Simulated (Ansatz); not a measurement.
# AlCo (Pm-3m) in Ansatz: a series of runs

The runs below take AlCo through relaxation of cell and atoms, equation of state, single point, density of states, with RPBE+D3(BJ)+ATM+U, r2SCAN+D3(BJ)+ATM, PBE+D3(BJ)+U, PBEsol+D3(BJ)+U.

All numbers are computed with Ansatz 0.2.0; they aren't measurements. Logs are shortened: lines on timing, memory, paths and dates and some standing lists are left out, and cuts for length are marked.

## 1. The structure

The structure is cubic, space group Pm-3m (No. 221). The conventional cell has a = 2.819 Å, b = 2.819 Å, c = 2.819 Å, α = 90.00°, β = 90.00°, γ = 90.00°. Co (site symmetry m-3m) has 8 Al at 2.44 Å as nearest neighbours. Al (site symmetry m-3m) has 8 Co at 2.44 Å as nearest neighbours.

The cell is a database's computed one.

## 2. Relaxation of cell and atoms, RPBE+D3(BJ)+ATM+U, collinear spin, ferromagnetic start

The input, run.py:

```python
import json

import ase.io
import numpy as np

import ansatz as az

atoms = ase.io.read("POSCAR", format="vasp")
atoms.set_initial_magnetic_moments([2.0, 0.0])

calculation = (
    az.Crystal.from_ase(atoms)
    .calculation()
    .kpoints(9, 9, 9)
    .functional("rpbe", dispersion="d3bjatm")
    .pseudopotentials(kind="paw")
    .hubbard(double_counting="fll")
    .hubbard("Co", "d", u_eff=5.3)
    .spin("collinear")
    .occupations(method="methfessel_paxton", width=0.005)
    .relax(force_tolerance=0.01, max_steps=40, cell=True, stress_tolerance=0.05)
    .density()
    .potential()
    .output_files(volumetric_format="npy")
    .electron_localization_function()
    .forces()
    .stress()
)
outcome = calculation.run(threads=2, events_out="events.jsonl")

report = outcome.report
for line in open("events.jsonl"):
    event = json.loads(line)
    if event["event"] == "scf_iter":
        d = event["data"]
        print(f"SCF {d['iter']:3d}  HF = {d['harris_foulkes_ev']:.6f} eV  dr2 = {d['dr2_ev']:.2e} eV")
    elif event["event"] in ("relax_step", "md_step"):
        d = event["data"]
        print(f"{event['event']} {d['step']:3d}  E = {d['lagrangian_ev']:.6f} eV")
np.set_printoptions(precision=5, suppress=True, linewidth=110)
print("converged:", report["converged"], "after", report["n_iterations"], "iterations")
print(f"free energy {report['free_energy_ev']:.6f} eV, Fermi level {report['fermi_energy_ev']:.4f} eV")
for key in ("band_edges_ev", "magnetization_mub", "site_moments_mub", "site_moments_nc_mub", "forces_ev_ang",
                "stress_gpa", "kpoints_frac", "eigenvalues_ev"):
    if report.get(key) is not None:
        print(key, np.array(report[key]), sep="\n")
```

The input, POSCAR:

```
AlCo
1.0
    2.8194032100      0.0000000000      0.0000000000
    0.0000000000      2.8194032100      0.0000000000
    0.0000000000      0.0000000000      2.8194032100
Co Al
1 1
Direct
    0.5000000000      0.5000000000      0.5000000000
    0.0000000000      0.0000000000      0.0000000000
```

Potentials or basis: Ansatz PAW.

The run is started by

```
$ python run.py
```

The program printed:

```text
DeckWarning: basis.ecutwfc = 420 eV, auto-derived from the records' recommended cutoffs: set by Co (normal level)
PlacementWarning: RAYON_NUM_THREADS=2 ignored (pool sized by the plan → 2); use plan(threads=…)
Warning: this relaxation goes on in a lower state, found at its end (end_state_compared): <dir> holds labels of the higher one, and is kept as <dir>
RunWarning: this relaxation goes on in a lower state, found at its end (end_state_compared): <dir> holds labels of the higher one, and is kept as <dir>
SCF   1  HF = -5672.851865 eV  dr2 = 1.93e+00 eV
SCF   2  HF = -5673.039546 eV  dr2 = 1.12e+00 eV
SCF   3  HF = -5673.025158 eV  dr2 = 2.92e-01 eV
SCF   4  HF = -5673.133457 eV  dr2 = 1.43e-01 eV
SCF   5  HF = -5673.247724 eV  dr2 = 1.28e-01 eV
SCF   6  HF = -5673.351563 eV  dr2 = 2.21e-02 eV
SCF   7  HF = -5673.427705 eV  dr2 = 1.09e-02 eV
SCF   8  HF = -5673.472465 eV  dr2 = 1.61e-03 eV
SCF   9  HF = -5673.500453 eV  dr2 = 4.58e-03 eV
SCF  10  HF = -5673.516227 eV  dr2 = 3.43e-03 eV
[... 361 further cycles ...]
SCF  11  HF = -5673.628108 eV  dr2 = 1.89e-02 eV
SCF  12  HF = -5673.625516 eV  dr2 = 4.08e-04 eV
SCF  13  HF = -5673.626707 eV  dr2 = 6.11e-05 eV
SCF  14  HF = -5673.627044 eV  dr2 = 6.55e-05 eV
SCF  15  HF = -5673.627206 eV  dr2 = 5.79e-04 eV
SCF  16  HF = -5673.627342 eV  dr2 = 1.32e-03 eV
SCF  17  HF = -5673.627146 eV  dr2 = 1.45e-07 eV
SCF  18  HF = -5673.627158 eV  dr2 = 2.55e-06 eV
SCF  19  HF = -5673.627159 eV  dr2 = 1.27e-07 eV
SCF  20  HF = -5673.627159 eV  dr2 = 1.56e-08 eV
relax_step  13  E = -5673.627159 eV
converged: True after 6 iterations
free energy -5673.627159 eV, Fermi level 15.7299 eV
magnetization_mub
0.7572016460908291
site_moments_mub
[ 0.9515  -0.06953]
forces_ev_ang
[[ 0. -0. -0.]
 [-0.  0.  0.]]
stress_gpa
[[-0.00021 -0.      -0.     ]
 [-0.      -0.01232 -0.     ]
 [-0.      -0.      -0.00021]]
kpoints_frac
[[0.      0.      0.     ]
 [0.      0.      0.11111]
 [0.      0.      0.22222]
 [0.      0.      0.33333]
 [0.      0.      0.44444]
 [0.      0.11111 0.     ]
 [0.      0.11111 0.11111]
 [0.      0.11111 0.22222]
 [0.      0.11111 0.33333]
 [0.      0.11111 0.44444]
 [0.      0.22222 0.     ]
 [0.      0.22222 0.11111]
 [0.      0.22222 0.22222]
 [0.      0.22222 0.33333]
 [0.      0.22222 0.44444]
 [0.      0.33333 0.     ]
 [0.      0.33333 0.11111]
 [0.      0.33333 0.22222]
 [0.      0.33333 0.33333]
 [0.      0.33333 0.44444]
 [0.      0.44444 0.     ]
 [0.      0.44444 0.11111]
 [0.      0.44444 0.22222]
 [0.      0.44444 0.33333]
 [0.      0.44444 0.44444]
 [0.11111 0.      0.11111]
 [0.11111 0.      0.22222]
[... 45 lines left out ...]
 [0.44444 0.22222 0.44444]
 [0.44444 0.33333 0.44444]
 [0.44444 0.44444 0.44444]]
eigenvalues_ev
[[-78.44652 -41.9416  -41.9416  ...  23.56071  24.9315   25.35725]
 [-78.44606 -41.9482  -41.94112 ...  23.87521  25.16305  26.84968]
 [-78.44486 -41.96484 -41.93989 ...  24.75476  25.01234  28.93276]
 ...
 [-77.26114 -40.66573 -40.6656  ...  20.31647  25.1137   26.83777]
 [-77.25875 -40.66304 -40.66294 ...  20.71103  22.89833  24.2871 ]
 [-77.25735 -40.66128 -40.6612  ...  20.96472  22.00579  22.40172]]
```

It took 5.1 min on 2 threads of Arm Neoverse N1, shared host; peak memory 0.74 GiB.

What came out:

```
Free energy                            : -5673.6272 eV
Relaxed volume                         : 10.60 Å³/atom
Relaxed cell                           : a = 2.799 Å, b = 2.708 Å, c = 2.799 Å, α = 90.00°, β = 90.00°, γ = 90.00°
Space group after relaxing (to 0.05 Å) : P4/mmm (No. 123)
Energy gained by relaxing              : 39.4 meV/atom
Ionic steps                            : 14
Pressure after relaxing                : 0.0 GPa
Band gap on the k mesh                 : none (metal or under the smearing width)
Net moment                             : 0.76 μB per cell
Absolute moment                        : 1.18 μB per cell
Site moments                           : Co +0.95; Al -0.07 μB
```

Step by step:
| step | energy change (eV) | largest force (eV/Å) | volume (Å³) |
| --- | --- | --- | --- |
| 1 | 0.0000 | 0.0000 | 22.41 |
| 2 | -0.0051 | 0.0000 | 22.15 |
| 3 | -0.0066 | 0.0000 | 21.94 |
| 4 | -0.0067 | 0.0000 | 21.90 |
| 5 | -0.0067 | 0.0000 | 21.91 |
| 6 | -0.0063 | 0.0000 | 21.91 |
| 7 | -0.0531 | 0.0000 | 21.91 |
| 8 | -0.0753 | 0.0000 | 21.61 |
| 9 | -0.0791 | 0.0000 | 21.26 |
| 10 | -0.0793 | 0.0000 | 21.18 |
| 11 | -0.0793 | 0.0000 | 21.21 |
| 12 | -0.0793 | 0.0000 | 21.21 |
| 13 | -0.0787 | 0.0000 | 21.21 |
| 14 | -0.0787 | 0.0000 | 21.21 |

Final structure:
```
CELL_PARAMETERS angstrom
2.79857 0.00000 0.00000
0.00000 2.70785 0.00000
0.00000 0.00000 2.79857
ATOMIC_POSITIONS crystal
Co 0.50000 0.50000 0.50000
Al 0.00000 0.00000 0.00000
```

Eigenvalues of the final occupation matrices:
| site | spin | trace | eigenvalues |
| --- | --- | --- | --- |
| site 1 | 1 | 4.57 | 0.90 0.91 0.91 0.91 0.94 |
| site 1 | 2 | 3.57 | 0.22 0.64 0.90 0.90 0.90 |

Caveat: the potentials were made for another functional, which shifts forces and pressure; the magnetic or orbital state may not be the lowest; pairwise dispersion overbinds metals, which lowers pressure and volume; the U is typed as a test and isn't derived for this compound.

(Continued in part 2 of 2.)
